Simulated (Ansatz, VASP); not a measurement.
## Fe: VASP beside Ansatz

```
CELL_PARAMETERS angstrom
2.43071 0.00000 0.00000
-1.21536 2.10506 0.00000
0.00000 0.00000 4.23035
ATOMIC_POSITIONS crystal
Fe 0.33333 0.66667 0.25000
Fe 0.66667 0.33333 0.75000
```

Alike in both runs: task single point; functional revPBE; k mesh 16 × 16 × 8; occupations fermi-dirac, width 0.05 eV; collinear spin.

|  | VASP | Ansatz |
| --- | --- | --- |
| version | VASP 6.6.1 | Ansatz 0.2.0 |
| potentials or method | VASP PAW PBE potentials, release 64 (Fe) | plane waves (420 eV) with PAW, scalar-relativistic |
| plane-wave cutoff (eV) | 520 | 420 |
| valence electrons in the cell | 16 | 32 |

VASP gave:

```
pressure (GPa)                                                : 9.3
largest component of the traceless stress (GPa)               : 1.54
net moment per atom (μB)                                      : 1.68
size of the moment on the site where the two differ most (μB) : 1.66
```

Q: Estimate Ansatz's values.

A: Pressure (GPa): 8.4; largest component of the traceless stress (GPa): 0.63; net moment per atom (μB): 1.60; size of the moment on the site where the two differ most (μB): 1.63.

Site moments also hang on the region over which each program counts them. With one functional, cell and mesh, what is left measures potentials, basis and numerics. The two sets of potentials don't hold the same shells in valence.

Caveats: the PAW data sets were made with another functional, which shifts forces and pressure a little (VASP).
